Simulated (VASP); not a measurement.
# SnSe (Fm-3m) in VASP: a series of runs

One crystal, SnSe, is run at these levels: r2SCAN; tasks: single point.

Program: VASP 6.6.1. These are calculated values, not measurements. Logs are shortened: lines on timing, memory, paths and dates and some standing lists are left out, and cuts for length are marked.

**1. Starting point**

Symmetry: Fm-3m, No. 225, cubic system. Conventional cell: a = 6.020 Å, b = 6.020 Å, c = 6.020 Å, α = 90.00°, β = 90.00°, γ = 90.00°. Around Sn (site symmetry m-3m) lie 6 Se at 3.01 Å. Around Se (site symmetry m-3m) lie 6 Sn at 3.01 Å.

Measurements of this composition are mostly on another form, of space group No. 62.

**2. Single point, r2SCAN**

Input file INCAR:

```
SYSTEM = SnSe
  ADDGRID = .FALSE.
  ALGO = Normal
  EDIFF = 1E-7
  ENCUT = 300
  ISIF = 2
  ISMEAR = 0
  LASPH = .TRUE.
  LCHARG = .FALSE.
  LMIXTAU = .TRUE.
  LREAL = .FALSE.
  LWAVE = .FALSE.
  METAGGA = R2SCAN
  NBANDS = 17
  NELM = 100
  PREC = Accurate
  SIGMA = 0.05
```

Input file KPOINTS:

```
k-points
0
G
  10 10 10
  0 0 0
```

Input file POSCAR:

```
SnSe
1.0
    0.0000000000      3.0100000000      3.0100000000
    3.0100000000      0.0000000000      3.0100000000
    3.0100000000      3.0100000000      0.0000000000
Sn Se
1 1
Direct
    0.0000000000      0.0000000000      0.0000000000
    0.5000000000      0.5000000000      0.5000000000
```

Potentials or basis: VASP PAW PBE potentials, release 64 (Sn_d, Se).

On the command line:

```
$ cat potpaw_PBE.64/Sn_d/POTCAR potpaw_PBE.64/Se/POTCAR > POTCAR
$ mpirun -np 1 vasp_std > vasp.out
```

OUTCAR:

```text
SYSTEM = SnSe
   EDIFF = 1E-7
   ENCUT = 300
   ISIF = 2
   ISMEAR = 0
   LASPH = .TRUE.
   LREAL = .FALSE.
   METAGGA = R2SCAN
   NELM = 100
   PREC = Accurate

 Found     47 irreducible k-points:

 Following reciprocal coordinates:
            Coordinates               Weight
  0.000000  0.000000  0.000000      1.000000
  0.100000  0.000000  0.000000      8.000000
  0.200000  0.000000  0.000000      8.000000
  0.300000  0.000000  0.000000      8.000000
  0.400000  0.000000  0.000000      8.000000
  0.500000  0.000000  0.000000      4.000000
   k-points           NKPTS =     47   k-points in BZ     NKDIM =     47   number of bands    NBANDS=     17
   number of dos      NEDOS =    301   number of ions     NIONS =      2
   total plane-waves  NPLWV =  13824
   dimension x,y,z NGX =    24 NGY =   24 NGZ =   24
   dimension x,y,z NGXF=    48 NGYF=   48 NGZF=   48
   ions per type =               1   1
   NGX,Y,Z   is equivalent  to a cutoff of   9.37,  9.37,  9.37 a.u.
   NGXF,Y,Z  is equivalent  to a cutoff of  18.75, 18.75, 18.75 a.u.
 SYSTEM =  SnSe
   PREC   = accura    normal or accurate (medium, high low for compatibility)
   ISTART =      0    job   : 0-new  1-cont  2-samecut
   ICHARG =      2    charge: 1-file 2-atom 10-const
   ISPIN  =      1    spin polarized calculation?
   LNONCOLLINEAR =      F non collinear calculations
   LSORBIT =      F    spin-orbit coupling
   LASPH  =      T    aspherical Exc in radial PAW
   ENCUT  =  300.0 eV  22.05 Ry    4.70 a.u.   6.01  6.01  6.01*2*pi/ulx,y,z
   NELM   =    100;   NELMIN=  2; NELMDL= -5     # of ELM steps
   EDIFF  = 0.1E-06   stopping-criterion for ELM
   LREAL  =      F    real-space projection
   EDIFFG = 0.1E-05   stopping-criterion for IOM
   NSW    =      0    number of steps for IOM
   IBRION =     -1    ionic relax: 0-MD 1-quasi-New 2-CG
   NFREE  =      0    steps in history (QN), initial steepest desc. (CG)
   ISIF   =      2    stress and relaxation
   ISYM   =      2    0-nonsym 1-usesym 2-fastsym
   POTIM  = 0.5000    time-step for ionic-motion
   TEBEG  =    0.0;   TEEND  =   0.0 temperature during run
   PSTRESS=    0.0 pullay stress
   NELECT =      20.0000    total number of electrons
   NUPDOWN=      -1.0000    fix difference up-down
   EMIN   =  10.00;   EMAX   =-10.00  energy-range for DOS
   EFERMI =   0.00;   METHOD = LEGACY
   ISMEAR =     0;   SIGMA  =   0.05  broadening in eV -4-tet -1-fermi 0-gaus
   EFERMI_NEDOS =   21; number of points for ismear=-14 and -15
   IALGO  =     38    algorithm
   IMIX   =      4    mixing-type and parameters
     AMIX     =   0.40;   BMIX     =  1.00
     AMIX_MAG =   1.60;   BMIX_MAG =  1.00
  volume/ion in A,a.u.               =      27.27       184.03
  Fermi-wavevector in a.u.,A,eV,Ry     =   1.171768  2.214321 18.681350  1.373040
  Thomas-Fermi vector in A             =   2.308207
   LORBIT       =      0    0 simple, 1 ext, 2 COOP (PROOUT), +10 PAW based schemes
   METAGGA = R2SCAN    functional components
   LHFCALC =     F    Hartree Fock is set to
   AEXX    =    0.0000 exact exchange contribution
   IVDW    =     0    specifies the selected vdW correction
   LEPSILON=     F    determine dielectric tensor
   LRPA    =     F    only Hartree local field effects (RPA)
 non-spin polarized calculation
 Gauss-broadening in eV      SIGMA  =   0.05
  energy-cutoff  :      300.00
  volume of cell :       54.54
 maximum number of plane-waves:       656
   NGX = 13   NGY = 13   NGZ = 13

 number of electron      20.0000012 magnetization

 Free energy of the ion-electron system (eV)
  ---------------------------------------------------
  ext. energy  EPLUGINS =         0.00000000
  ---------------------------------------------------
  free energy    TOTEN  =       -39.86758307 eV

  energy without entropy =      -39.86758307  energy(sigma->0) =      -39.86758307

 E-fermi :   5.9346     XC(G=0): -10.1880

 val. band max:        5.7105619036   @ k =   0.5000   0.0000   0.0000
 cond. band min:       6.1655068186   @ k =   0.5000   0.0000   0.0000
 fundamental gap:      0.4549449150
 Fermi energy:         5.9345722409

 k-point     1 :       0.0000    0.0000    0.0000
  band No.  band energies     occupation
      1     -16.8117      2.00000
      2     -16.8117      2.00000
      3     -16.8088      2.00000
      4     -16.8088      2.00000
      5     -16.8088      2.00000
      6      -9.0113      2.00000
      7       0.4551      2.00000
      8       3.0724      2.00000
      9       3.0725      2.00000
     10       3.0725      2.00000
     11      10.0658      0.00000
     12      10.0660      0.00000
     13      10.0660      0.00000
     14      11.7510      0.00000
     15      11.7510      0.00000
     16      11.7511      0.00000
     17      14.0264      0.00000

 k-point     2 :       0.1000    0.0000    0.0000
  band No.  band energies     occupation
      1     -16.8120      2.00000
      2     -16.8120      2.00000
      3     -16.8085      2.00000
      4     -16.8077      2.00000
      5     -16.8076      2.00000
      6      -8.9377      2.00000
      7      -0.0184      2.00000
      8       3.0872      2.00000
      9       3.0872      2.00000
     10       3.4707      2.00000
     11       9.4552      0.00000
     12       9.5286      0.00000
     13       9.5287      0.00000
     14      11.7363      0.00000
     15      12.0019      0.00000
     16      12.0019      0.00000
     17      14.7576      0.00000

 k-point     3 :       0.2000    0.0000    0.0000
  band No.  band energies     occupation
      1     -16.8142      2.00000
      2     -16.8142      2.00000
      3     -16.8079      2.00000
      4     -16.8049      2.00000
      5     -16.8048      2.00000
      6      -8.7305      2.00000
      7      -0.9535      2.00000
      8       3.1344      2.00000
      9       3.1344      2.00000
     10       4.1887      2.00000
     11       8.3841      0.00000
     12       8.5552      0.00000
     13       8.5553      0.00000
     14      11.8478      0.00000
     15      12.6570      0.00000
     16      12.6570      0.00000
     17      16.3965      0.00000

 k-point     4 :       0.3000    0.0000    0.0000
  band No.  band energies     occupation
      1     -16.8168      2.00000
      2     -16.8168      2.00000
      3     -16.8071      2.00000
      4     -16.8008      2.00000
      5     -16.8008      2.00000
      6      -8.4377      2.00000
      7      -1.8920      2.00000
      8       3.2138      2.00000
      9       3.2138      2.00000
     10       4.8346      2.00000
     11       7.4004      0.00000
     12       7.6710      0.00000
     13       7.6712      0.00000
     14      12.3987      0.00000
     15      13.6746      0.00000
     16      13.6746      0.00000
     17      18.0833      0.00000

 k-point     5 :       0.4000    0.0000    0.0000
  band No.  band energies     occupation
      1     -16.8188      2.00000
      2     -16.8188      2.00000
      3     -16.8068      2.00000
      4     -16.7973      2.00000
      5     -16.7973      2.00000
      6      -8.1583      2.00000
      7      -2.5955      2.00000
      8       3.3007      2.00000
      9       3.3007      2.00000
     10       5.3587      2.00000
     11       6.6168      0.00000
     12       7.0625      0.00000
     13       7.0627      0.00000
     14      13.4130      0.00000
     15      15.0064      0.00000
     16      15.0064      0.00000
     17      17.1634      0.00000

 k-point     6 :       0.5000    0.0000    0.0000
  band No.  band energies     occupation
      1     -16.8197      2.00000
      2     -16.8197      2.00000
      3     -16.8065      2.00000
      4     -16.7961      2.00000
      5     -16.7961      2.00000
      6      -8.0374      2.00000
      7      -2.8631      2.00000
      8       3.3410      2.00000
      9       3.3411      2.00000
     10       5.7106      2.00000
     11       6.1655      0.00000
     12       6.8429      0.00000
     13       6.8430      0.00000
     14      14.2763      0.00000
     15      16.1133      0.00000
     16      16.2014      0.00000
     17      16.2014      0.00000

 [... further k-points ...]

------------------------ aborting loop because EDIFF is reached ----------------------------------------

  FORCE on cell =-STRESS in cart. coord.  units (eV):
  Direction    XX          YY          ZZ          XY          YZ          ZX
  --------------------------------------------------------------------------------------
  -------------------------------------------------------------------------------------
  Total       -0.0859955     -0.0859955     -0.0859955      0.0000000      0.0000000     -0.0000000
  in kB       -2.5261371     -2.5261371     -2.5261371      0.0000000      0.0000000     -0.0000000
  external PRESSURE =      -2.5261371 kB  Pullay stress =       0.0000000 kB

 VOLUME and BASIS-vectors are now :
 -----------------------------------------------------------------------------
  energy-cutoff  :      300.00
  volume of cell :       54.54
      direct lattice vectors                 reciprocal lattice vectors
     0.000000000  3.010000000  3.010000000    -0.166112957  0.166112957  0.166112957
     3.010000000  0.000000000  3.010000000     0.166112957 -0.166112957  0.166112957
     3.010000000  3.010000000  0.000000000     0.166112957  0.166112957 -0.166112957

 POSITION                                       TOTAL-FORCE (eV/Angst)
 -----------------------------------------------------------------------------------
      0.00000      0.00000      0.00000         0.000000      0.000000     -0.000000
      3.01000      3.01000      3.01000        -0.000000     -0.000000      0.000000
 -----------------------------------------------------------------------------------
    total drift:                                0.000000     -0.000000     -0.000000

  FREE ENERGIE OF THE ION-ELECTRON SYSTEM (eV)
  ---------------------------------------------------
  free  energy   TOTEN  =       -39.8675830691 eV

  energy  without entropy=      -39.8675830691  energy(sigma->0) =      -39.86758307
```

Run time: 51 s. Hardware: 1 thread of Intel Xeon Platinum 8488C (Sapphire Rapids), shared host; peak memory 0.15 GiB.

These settings aren't checked as converged: the numbers below hold their error.

Results:

```yaml
Free_energy: -39.8676 eV
Pressure: -0.3 GPa
Band_gap_on_the_k_mesh: 0.45 eV, direct
```

Caveat: the PAW data sets were made with another functional, which shifts forces and pressure a little; spin-orbit coupling is left out, which moves the levels of the heavy elements.

**3. Single point, r2SCAN**

Edit INCAR of step 2 so:

```diff
@@ -4,3 +4,3 @@
   EDIFF = 1E-7
-  ENCUT = 300
+  ENCUT = 900
   ISIF = 2
```

Input file KPOINTS:

```
k-points
0
G
  6 6 6
  0 0 0
```

POSCAR is that of step 2.

Potentials or basis: VASP PAW PBE potentials, release 64 (Sn_d, Se).

On the command line:

```
$ cat potpaw_PBE.64/Sn_d/POTCAR potpaw_PBE.64/Se/POTCAR > POTCAR
$ mpirun -np 1 vasp_std > vasp.out
```

Wall time 2.2 min (1 thread of Intel Xeon Platinum 8488C (Sapphire Rapids), shared host); peak memory 0.29 GiB.

The run converged, but some of its settings lie outside the range that counts as converged, so its numbers aren't taken as properties of the crystal.

Results:

- Free energy: -39.8950 eV
- Pressure: -0.4 GPa
- Band gap on the k mesh: 0.45 eV, direct

Caveat: the PAW data sets were made with another functional, which shifts forces and pressure a little; spin-orbit coupling is left out, which moves the levels of the heavy elements.

**4. Single point, r2SCAN**

Edit INCAR of step 3 so:

```diff
@@ -4,3 +4,3 @@
   EDIFF = 1E-7
-  ENCUT = 900
+  ENCUT = 350
   ISIF = 2
```

Input file KPOINTS:

```
k-points
0
G
  10 10 10
  0 0 0
```

POSCAR is that of step 3.

On the command line:

```
$ cat potpaw_PBE.64/Sn_d/POTCAR potpaw_PBE.64/Se/POTCAR > POTCAR
$ mpirun -np 1 vasp_std > vasp.out
```

Run time: 1.7 min. Hardware: 1 thread of Intel Xeon Platinum 8488C (Sapphire Rapids), shared host; peak memory 0.17 GiB.

The run converged, but some of its settings lie outside the range that counts as converged, so its numbers aren't taken as properties of the crystal.

Results:

```
Free energy            : -39.8688 eV
Pressure               : -0.3 GPa
Band gap on the k mesh : 0.46 eV, direct
```

Caveat: the PAW data sets were made with another functional, which shifts forces and pressure a little; spin-orbit coupling is left out, which moves the levels of the heavy elements.

**5. For comparison**

An earlier run on the cell as given: functional PBEsol; potentials or basis VASP PAW PBE potentials, release 64 (Sn_d, Se); cutoff 520 eV; k mesh 8 × 8 × 8; occupations fermi-dirac, width 0.05 eV; no spin polarisation.

- Pressure: -1.9 GPa
- Band gap on the k mesh: 0.65 eV, direct
